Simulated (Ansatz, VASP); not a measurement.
## One calculation of Sc, two programs

Contents of INCAR:

```
PREC     = Accurate       # precision mode
ENCUT    = 520            # plane-wave cutoff, eV
EDIFF    = 1E-8           # SCF threshold, eV
ISMEAR   = -1             # smearing method
SIGMA    = 0.03           # smearing width, eV
LREAL    = F              # projectors in reciprocal space
LASPH    = T              # aspherical terms in the spheres
NELM     = 60             # most SCF steps
ALGO     = Normal         # electronic algorithm
ISIF     = 2              # what is computed and relaxed
LWAVE    = F              # write WAVECAR
LCHARG   = F              # write CHGCAR
LEFG     = T            
NBANDS   = 18             # bands
```

KPOINTS

```
Automatic mesh
0
Gamma
  13 13 7
```

File POSCAR:

```
Sc
1.0
    3.3197906621      0.0000000000      0.0000000000
   -1.6598953310      2.8750230486      0.0000000000
    0.0000000000      0.0000000000      5.2855017897
Sc
2
Direct
    0.3333333333      0.6666666667      0.2500000000
    0.6666666667      0.3333333333      0.7500000000
```

Input for Ansatz:

```yaml
crystal:
  lattice:
    - [3.3197906621, 0.0, 0.0]
    - [-1.659895331, 2.8750230486, 0.0]
    - [0.0, 0.0, 5.2855017897]
  atoms:
    - { symbol: Sc, position: [0.3333333333, 0.6666666667, 0.25] }
    - { symbol: Sc, position: [0.6666666667, 0.3333333333, 0.75] }
kpoints:
  mp_grid: { grid: [13, 13, 7] }
scf:
  occupations: { method: fermi_dirac, width: 0.03 }
hamiltonian:
  xc: lda
  pseudopotentials: { kind: all_electron, datasets: crystal }
output:
  forces: true
  stress: true
  eigenvalues: true
  efg: { contact_densities: true }
```

Change from the starting cell: volume scaled by 1.01, crystal datasets.

Alike in both runs: task electric field gradients; functional LDA; k mesh 13 × 13 × 7; occupations fermi-dirac, width 0.03 eV; no spin polarisation.

```csv
,VASP,Ansatz
version,VASP 6.6.1,Ansatz 0.2.0
potentials or method,"VASP PAW LDA potentials, release 64 (Sc_sv)","all-electron PAW with datasets made for the crystal, scalar-relativistic"
plane-wave cutoff (eV),520,see its input
```

|  | VASP | Ansatz | Ansatz less VASP |
| --- | --- | --- | --- |
| pressure (GPa) | -5.7 | -5.7 | -0.04 |
| largest component of the traceless stress (GPa) | 1.18 | 1.18 | +0.004 |
| Vzz of the field gradient on the site that differs most (V/Å²) | 9.3 | 8.6 | -0.74 |

Ansatz ran all-electron here, so the differences hold the error of VASP's frozen core and of both bases.
